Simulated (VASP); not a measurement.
**VASP 6.6.1 run: AgCl**

INCAR

```
ISMEAR = -1
IBRION = -1
AMIX = 0.6
GGA = PE
ENCUT = 520
LCHARG = .FALSE.
NELM = 51
NSW = 0
LWAVE = .FALSE.
PREC = Accurate
ISPIN = 2
LASPH = .TRUE.
LREAL = .FALSE.
ISIF = 2
MAGMOM = -0.5 0.5
NBANDS = 16
SIGMA = 0.02
EDIFF = 1E-7
```

KPOINTS

```
KPOINTS created by Atomic Simulation Environment
0
Gamma
8 8 8
0 0 0
```

POSCAR

```
Ag Cl
 1.0000000000000000
     0.0000000000000000    2.8056186827000000    2.8056186827000000
     2.8056186827000000    0.0000000000000000    2.8056186827000000
     2.8056186827000000    2.8056186827000000    0.0000000000000000
 Ag  Cl
   1   1
Cartesian
  0.0000000000000000  0.0000000000000000  0.0000000000000000
  2.8056186827000000  2.8056186827000000  2.8056186827000000
```

The recommended PBE PAW datasets give the neutral cell 18 valence electrons.

Command

```
mpirun -np 1 vasp_std
```

OSZICAR

```
N       E                     dE             d eps       ncg     rms          rms(c)
DAV:   1     0.100467069177E+03    0.10047E+03   -0.86319E+03  1864   0.101E+03
DAV:   2    -0.173897537085E+01   -0.10221E+03   -0.94437E+02  2320   0.222E+02
DAV:   3    -0.548413599181E+01   -0.37452E+01   -0.37366E+01  2368   0.445E+01
DAV:   4    -0.551134994029E+01   -0.27214E-01   -0.27212E-01  2304   0.405E+00
DAV:   5    -0.551172866506E+01   -0.37872E-03   -0.37872E-03  2384   0.471E-01    0.620E+00
DAV:   6    -0.536309813341E+01    0.14863E+00   -0.61909E-01  2312   0.943E+00    0.428E+00
DAV:   7    -0.538669515684E+01   -0.23597E-01   -0.18935E-01  2096   0.474E+00    0.238E+00
DAV:   8    -0.539302871238E+01   -0.63336E-02   -0.62784E-02  2008   0.223E+00    0.161E+00
DAV:   9    -0.540061165991E+01   -0.75829E-02   -0.13149E-02  1984   0.964E-01    0.536E-01
DAV:  10    -0.540114998897E+01   -0.53833E-03   -0.94550E-04  2208   0.309E-01    0.107E-01
DAV:  11    -0.540121482669E+01   -0.64838E-04   -0.31527E-04  2008   0.145E-01    0.525E-02
DAV:  12    -0.540121143788E+01    0.33888E-05   -0.53415E-05  2048   0.544E-02    0.410E-02
DAV:  13    -0.540122296924E+01   -0.11531E-04   -0.67312E-06  2376   0.208E-02    0.114E-02
DAV:  14    -0.540122420180E+01   -0.12326E-05   -0.10846E-06  2184   0.830E-03    0.321E-03
DAV:  15    -0.540122416452E+01    0.37276E-07   -0.70422E-08  1616   0.261E-03
   1 F= -.54012242E+01 E0= -.54012242E+01  d E =-.139682E-11  mag=     0.0000
```

It converged. Results: pressure -0.1 GPa; magnetic moment of the cell 0.00 μB.

For comparison, a separate PBE run of the intended cell, on usual settings and not on those above, gives a gap of 0.92 eV on its mesh and a pressure of -0.1 GPa.

The run above took about 45 s on one core of a shared host (Intel Xeon Platinum 8488C) and held 0.2 GiB at most.
